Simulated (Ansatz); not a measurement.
**Al: symmetry broken, then relaxed**

Theory: DFT PBE, scalar-relativistic, plane waves, PAW (Ansatz 0.2.0). Cutoff 420 eV, Γ-centred 10×10×10 k-points, Gaussian smearing of 0.15 eV. No spin polarisation. Energies are free energies at this smearing, counted from the undisturbed cell; pressure is positive in compression.

Reference structure (relaxed at this level):

```yaml
crystal:
  lattice:
    - [0.00000, -3.23502, 3.23502]
    - [3.23502, -3.23502, 0.00000]
    - [3.23502, 0.00000, 3.23502]
  atoms:
    - { symbol: Al, position: [0.00000, 0.00000, 0.00000] }
    - { symbol: Al, position: [0.25000, 0.25000, 0.25000] }
    - { symbol: Al, position: [0.50000, 0.50000, 0.50000] }
    - { symbol: Al, position: [0.75000, 0.75000, 0.75000] }
```

The atoms are displaced (Å, in the unstrained cell):

| atom | ux | uy | uz |
| --- | --- | --- | --- |
| Al1 | -0.028 | 0.021 | -0.092 |
| Al2 | 0.066 | 0.162 | -0.127 |
| Al3 | 0.066 | -0.352 | -0.053 |
| Al4 | -0.104 | 0.170 | 0.272 |

Cell and atoms are then relaxed.

Does the relaxation return to the undisturbed structure?

No. It ends 91.3 meV/atom below it. The disturbance itself cost 173.5 meV/atom. The final space group reads Fmmm (tolerance 0.05 Å) and the volume changes by -2.39 %.

Final structure:

```yaml
crystal:
  lattice:
    - [0.00041, -2.90407, 2.89708]
    - [3.99220, -2.88113, 0.02335]
    - [3.99188, -0.02367, 2.87381]
  atoms:
    - { symbol: Al, position: [0.00000, 0.00014, 0.00000] }
    - { symbol: Al, position: [0.24995, 0.25008, 0.24988] }
    - { symbol: Al, position: [0.49994, 0.50017, 0.49989] }
    - { symbol: Al, position: [0.75011, 0.74962, 0.75023] }
```

The relaxation, step by step (energy from the first step; small jumps at an unchanged geometry come where the plane waves are selected anew for the new cell):

| step | ΔE (meV/atom) | largest force component (eV/Å) | pressure (GPa) |
| --- | --- | --- | --- |
| 1 | 0.0 | 1.698 | 5.99 |
| 2 | -126.1 | 0.666 | 4.01 |
| 3 | -179.4 | 0.235 | 1.32 |
| 4 | -205.4 | 0.319 | 0.58 |
| 5 | -233.5 | 0.371 | 0.23 |
| 6 | -255.4 | 0.114 | -0.31 |
| 7 | -258.4 | 0.006 | -0.06 |
| 8 | -258.6 | 0.000 | 0.00 |
| 9 | -258.7 | 0.000 | 0.00 |
| 10 | -264.4 | 0.000 | 0.26 |
| 11 | -264.7 | 0.011 | -0.04 |
| 12 | -264.8 | 0.006 | 0.05 |
| 13 | -264.8 | 0.003 | 0.00 |
| 14 | -264.8 | 0.001 | -0.01 |
| 15 | -264.8 | 0.002 | -0.02 |
| 16 | -264.8 | 0.006 | -0.02 |
| 17 | -264.8 | 0.006 | -0.02 |

Frames along the relaxation (Å, eV/Å):

```xyz
4
Lattice="0.000 -3.235 3.235 3.235 -3.235 0.000 3.235 0.000 3.235" Properties=species:S:1:pos:R:3:forces:R:3 pbc="T T T" step=1
Al   -0.028    0.021   -0.092   -0.526    0.784    0.823
Al    1.683   -1.456    1.490   -0.445   -1.123    0.332
Al    3.301   -3.587    3.182    1.055    1.698    0.102
Al    4.748   -4.683    5.125   -0.084   -1.359   -1.257
4
Lattice="0.054 -3.116 3.226 3.322 -3.163 0.007 3.280 -0.049 3.231" Properties=species:S:1:pos:R:3:forces:R:3 pbc="T T T" step=2
Al   -0.026    0.030   -0.018   -0.088    0.144    0.254
Al    1.699   -1.545    1.520   -0.150   -0.323    0.230
Al    3.410   -3.324    3.178    0.067    0.623    0.181
Al    4.900   -4.653    5.015    0.170   -0.445   -0.666
4
Lattice="0.014 -3.075 3.179 3.440 -3.073 0.016 3.432 -0.023 3.170" Properties=species:S:1:pos:R:3:forces:R:3 pbc="T T T" step=3
Al    0.004    0.001   -0.013   -0.033    0.049    0.088
Al    1.732   -1.528    1.562   -0.055   -0.106    0.089
Al    3.441   -3.125    3.175    0.048    0.210    0.059
Al    5.151   -4.604    4.824    0.040   -0.154   -0.235
4
Lattice="-0.006 -3.031 3.116 3.574 -2.997 0.028 3.590 -0.012 3.097" Properties=species:S:1:pos:R:3:forces:R:3 pbc="T T T" step=4
Al    0.019   -0.014   -0.010   -0.013    0.063    0.037
Al    1.786   -1.506    1.568   -0.058   -0.018   -0.029
Al    3.530   -2.999    3.137    0.319   -0.136   -0.102
Al    5.401   -4.543    4.668   -0.248    0.092    0.094
4
Lattice="-0.018 -2.964 3.046 3.718 -2.916 0.029 3.748 0.001 3.029" Properties=species:S:1:pos:R:3:forces:R:3 pbc="T T T" step=5
Al    0.018   -0.014   -0.008   -0.007    0.087    0.034
Al    1.852   -1.467    1.546   -0.039   -0.016   -0.095
Al    3.675   -2.908    3.074    0.371   -0.232   -0.147
Al    5.625   -4.428    4.546   -0.324    0.161    0.208
4
Lattice="-0.029 -2.902 2.950 3.866 -2.859 0.014 3.904 0.023 2.944" Properties=species:S:1:pos:R:3:forces:R:3 pbc="T T T" step=6
Al    0.001   -0.001   -0.003   -0.007    0.010    0.022
Al    1.930   -1.429    1.488    0.028   -0.041   -0.069
Al    3.870   -2.865    2.967    0.006   -0.025   -0.067
Al    5.810   -4.312    4.410   -0.028    0.056    0.114
4
Lattice="-0.007 -2.887 2.919 3.926 -2.873 0.008 3.934 0.001 2.913" Properties=species:S:1:pos:R:3:forces:R:3 pbc="T T T" step=7
Al    0.000    0.000    0.000   -0.001   -0.001    0.002
Al    1.962   -1.440    1.460    0.004   -0.001   -0.005
Al    3.927   -2.879    2.920    0.000   -0.001   -0.004
Al    5.890   -4.320    4.378   -0.003    0.003    0.006
4
Lattice="0.001 -2.885 2.901 3.952 -2.881 0.005 3.951 -0.006 2.896" Properties=species:S:1:pos:R:3:forces:R:3 pbc="T T T" step=8
Al    0.000    0.000    0.000    0.000    0.000    0.000
Al    1.976   -1.443    1.450    0.000    0.000    0.000
Al    3.952   -2.886    2.901    0.000    0.000    0.000
Al    5.928   -4.329    4.351    0.000    0.000    0.000
4
Lattice="0.000 -2.888 2.898 3.948 -2.884 0.004 3.948 -0.004 2.894" Properties=species:S:1:pos:R:3:forces:R:3 pbc="T T T" step=9
Al    0.000    0.000    0.000    0.000    0.000    0.000
Al    1.974   -1.444    1.449    0.000    0.000    0.000
Al    3.948   -2.888    2.898    0.000    0.000    0.000
Al    5.921   -4.332    4.347    0.000    0.000    0.000
4
Lattice="0.000 -2.888 2.898 3.948 -2.884 0.004 3.948 -0.004 2.894" Properties=species:S:1:pos:R:3:forces:R:3 pbc="T T T" step=10
Al    0.000    0.000    0.000    0.000    0.000    0.000
Al    1.974   -1.444    1.449    0.000    0.000    0.000
Al    3.948   -2.888    2.898    0.000    0.000    0.000
Al    5.921   -4.332    4.347    0.000    0.000    0.000
4
Lattice="-0.001 -2.883 2.895 3.976 -2.877 0.006 3.977 -0.005 2.889" Properties=species:S:1:pos:R:3:forces:R:3 pbc="T T T" step=11
Al    0.000    0.000    0.000    0.003    0.002   -0.001
Al    1.989   -1.442    1.447   -0.006    0.002    0.003
Al    3.975   -2.882    2.895    0.011   -0.005   -0.001
Al    5.965   -4.324    4.342   -0.008    0.001   -0.001
4
Lattice="0.000 -2.881 2.887 3.988 -2.873 0.007 3.988 -0.007 2.880" Properties=species:S:1:pos:R:3:forces:R:3 pbc="T T T" step=12
Al    0.000    0.000    0.000   -0.005   -0.001    0.000
Al    1.993   -1.440    1.444    0.006   -0.001   -0.002
Al    3.988   -2.880    2.887   -0.005    0.000   -0.001
Al    5.981   -4.321    4.330    0.005    0.002    0.003
4
Lattice="0.000 -2.884 2.886 3.990 -2.876 0.008 3.990 -0.008 2.878" Properties=species:S:1:pos:R:3:forces:R:3 pbc="T T T" step=13
Al    0.000    0.000    0.000    0.003    0.000    0.000
Al    1.995   -1.442    1.443   -0.002    0.000    0.000
Al    3.990   -2.884    2.886    0.001    0.001    0.000
Al    5.985   -4.326    4.329   -0.002    0.000    0.000
4
Lattice="0.000 -2.886 2.886 3.990 -2.877 0.009 3.990 -0.009 2.878" Properties=species:S:1:pos:R:3:forces:R:3 pbc="T T T" step=14
Al    0.000    0.000    0.000    0.000    0.000    0.000
Al    1.995   -1.443    1.443   -0.001    0.000    0.000
Al    3.990   -2.886    2.886    0.001    0.000    0.000
Al    5.985   -4.329    4.330    0.000    0.000   -0.001
4
Lattice="0.001 -2.903 2.893 3.992 -2.884 0.020 3.990 -0.021 2.873" Properties=species:S:1:pos:R:3:forces:R:3 pbc="T T T" step=15
Al    0.000    0.000    0.000    0.000    0.001    0.000
Al    1.996   -1.452    1.446    0.000    0.000    0.000
Al    3.991   -2.904    2.893    0.002   -0.002   -0.001
Al    5.988   -4.356    4.339   -0.001    0.001    0.000
4
Lattice="0.000 -2.904 2.897 3.992 -2.881 0.023 3.992 -0.024 2.874" Properties=species:S:1:pos:R:3:forces:R:3 pbc="T T T" step=16
Al    0.001    0.000    0.000   -0.005    0.002    0.000
Al    1.996   -1.452    1.448    0.003    0.001    0.004
Al    3.992   -2.905    2.897   -0.003    0.001    0.003
Al    5.988   -4.356    4.347    0.005   -0.004   -0.006
4
Lattice="0.000 -2.904 2.897 3.992 -2.881 0.023 3.992 -0.024 2.874" Properties=species:S:1:pos:R:3:forces:R:3 pbc="T T T" step=17
Al    0.001    0.000    0.000   -0.005    0.002    0.000
Al    1.996   -1.452    1.448    0.003    0.001    0.004
Al    3.992   -2.905    2.897   -0.003    0.001    0.003
Al    5.988   -4.356    4.347    0.005   -0.004   -0.006
```

Cost: 3 runs of about 9.2 core-minutes in all, on Intel Xeon Platinum 8259CL (Skylake/Cascade Lake) (shared hosts).